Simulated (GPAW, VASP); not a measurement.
Given: the input of a run of GPAW 26.7.0 (ASE script) on CuO (Tenorite). 

The input run.py:

```python
from ase.dft.bandgap import bandgap
from ase.io import read, write
from ase.units import GPa
from gpaw import GPAW, PW

atoms = read('POSCAR')

calc = GPAW(mode=PW(800),
            xc='PBE',
            kpts={'size': (10, 10, 5), 'gamma': True},
            occupations={'name': 'methfessel-paxton', 'order': 0, 'width': 0.011},
            nbands=33,
            convergence={'density': 1e-05, 'energy': 1e-05},
            maxiter=150,
            txt='gpaw.txt')
atoms.calc = calc
energy = atoms.get_potential_energy()
forces = atoms.get_forces()
stress = atoms.get_stress()
calc.write('gs.gpw')
write('result.traj', atoms)
print(f'Energy: {energy:.6f} eV')
print('Forces (eV/A):')
print(forces.round(4))
print('Stress (GPa):', (stress / GPa).round(3))
print('Fermi level:', round(calc.get_fermi_level(), 4), 'eV')
print(f'Gap: {bandgap(calc)[0]:.4f} eV, direct: {bandgap(calc, direct=True)[0]:.4f} eV')
```

POSCAR

```
CuO
1.0
    2.3418500000     -1.7113000000      0.0000000000
    2.3418500000      1.7113000000      0.0000000000
   -0.8500274268      0.0000000000      5.0578693947
Cu O
2 2
Direct
    0.5000000000      0.0000000000      0.5000000000
    0.0000000000      0.5000000000      0.0000000000
    0.4184000000      0.5816000000      0.7500000000
    0.5816000000      0.4184000000      0.2500000000
```

Potentials or basis: GPAW PAW data sets (gpaw-data 1.2.1), pw.

Launch:

```console
$ OMP_NUM_THREADS=1 python run.py
```

**Question.** Set up the same calculation for VASP 6.6.1. Potentials or basis there: PBE PAW files Cu, O, 520 eV.

**Answer.** As run (cutoffs and basis follow the program's own potentials, and thresholds, step limits or extra output files can differ):

INCAR

```
PREC = Accurate
ENCUT = 520
EDIFF = 1E-6
ISMEAR = 0
SIGMA = 0.011
LREAL = False
LASPH = True
NELM = 100
ALGO = Normal
ISIF = 2
LWAVE = False
LCHARG = False
GGA = PE
NBANDS = 25
```

KPOINTS

```
Automatic mesh
0
Gamma
  10 10 5
```

Contents of POSCAR:

```
CuO
1.0
    2.3418500000     -1.7113000000      0.0000000000
    2.3418500000      1.7113000000      0.0000000000
   -0.8500274268      0.0000000000      5.0578693947
Cu O
2 2
Direct
    0.5000000000      0.0000000000      0.5000000000
    0.0000000000      0.5000000000      0.0000000000
    0.4184000000      0.5816000000      0.7500000000
    0.5816000000      0.4184000000      0.2500000000
```

Potentials or basis: VASP PAW PBE potentials, release 64 (Cu, O).

The run is started by

```console
$ cat potpaw_PBE.64/Cu/POTCAR potpaw_PBE.64/O/POTCAR > POTCAR
$ mpirun -np 1 vasp_std > vasp.out
```

Both were run:

|  | GPAW | VASP |
| --- | --- | --- |
| Pressure | 7.9 GPa | 6.4 GPa |
| Largest force | 0.176 eV/Å | 0.220 eV/Å |

Pressure is positive in compression.
